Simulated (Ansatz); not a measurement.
Write the native input for Ansatz 0.2.0 that does the following.

```yaml
Task: band structure
Functional: r2SCAN
Potentials_or_basis: Ansatz PAW
Cutoff: "500 eV (not typed: the program's choice for these potentials)"
k_mesh: 9 × 9 × 2
Occupations: fermi-dirac, width 0.05 eV
Spin: spin-orbit coupling, no magnetisation
Path: "[[\"G\", \"M\", \"K\", \"G\", \"A\", \"L\", \"H\", \"A\"], [\"L\", \"M\"], [\"K\", \"H\"]]"
Points_for_each_segment_of_the_path: 14
```

Te2Mo:

```
Te Mo
1.0
     3.51820    0.00000    0.00000
    -1.75910    3.04685    0.00000
     0.00000    0.00000   13.97360
Te Mo
4 2
Direct
  0.66667 0.33333 0.37900
  0.33333 0.66667 0.87900
  0.66667 0.33333 0.12100
  0.33333 0.66667 0.62100
  0.66667 0.33333 0.75000
  0.33333 0.66667 0.25000
```

These files were run (other wordings do the same):

input.yaml

```yaml
crystal:
  lattice:
    - [3.5182, 0.0, 0.0]
    - [-1.7591, 3.0468505756, 0.0]
    - [0.0, 0.0, 13.9736]
  atoms:
    - { symbol: Te, position: [0.6666666667, 0.3333333333, 0.379] }
    - { symbol: Te, position: [0.3333333333, 0.6666666667, 0.879] }
    - { symbol: Te, position: [0.6666666667, 0.3333333333, 0.121] }
    - { symbol: Te, position: [0.3333333333, 0.6666666667, 0.621] }
    - { symbol: Mo, position: [0.6666666667, 0.3333333333, 0.75] }
    - { symbol: Mo, position: [0.3333333333, 0.6666666667, 0.25] }
hamiltonian:
  xc: r2scan
  pseudopotentials: { kind: paw_fr }
magnetization:
  noncollinear: true
  spin_orbit: true
kpoints:
  mp_grid: { grid: [9, 9, 2] }
  band_path:
    path:
      - [[0.0, 0.0, 0.0], [0.5, 0.0, 0.0], [0.3333333333, 0.3333333333, 0.0], [0.0, 0.0, 0.0], [0.0, 0.0, 0.5], [0.5, 0.0, 0.5], [0.3333333333, 0.3333333333, 0.5], [0.0, 0.0, 0.5]]
      - [[0.5, 0.0, 0.5], [0.5, 0.0, 0.0]]
      - [[0.3333333333, 0.3333333333, 0.0], [0.3333333333, 0.3333333333, 0.5]]
    npoints: 14
scf:
  occupations: { method: fermi_dirac, width: 0.05 }
  n_extra_bands: 15
output:
  forces: true
  stress: true
  eigenvalues: true
  fatbands: false
  write_density: true
  write_potential: true
  elf: true
  volumetric_format: npy
```

Potentials or basis: Ansatz PAW.

Run with:

```sh
$ ansatz run input.yaml --threads 2 --pin off --max-ram 5632MiB --backend cpu --events-out ev --progress --plain --runs-dir out
```

Results of the run:

The pressure is 2.3 GPa. The largest force is 0.067 eV/Å. The band gap on the k mesh is 0.88 eV, indirect (least direct gap 1.06 eV). The band gap along the path is 0.81 eV, indirect (least direct gap 1.06 eV).

Caveat: the k mesh misses the band edges, so the gap on the mesh is wider than the one along the path; the PAW data sets come from PBE, with cores solved anew for the run's functional, which leaves a small shift of forces and pressure.

Run time: 4.2 min on 2 threads of Intel(R) Xeon(R) 6975P-C (Granite Rapids), with other jobs on the host, peak memory 3.1 GiB.
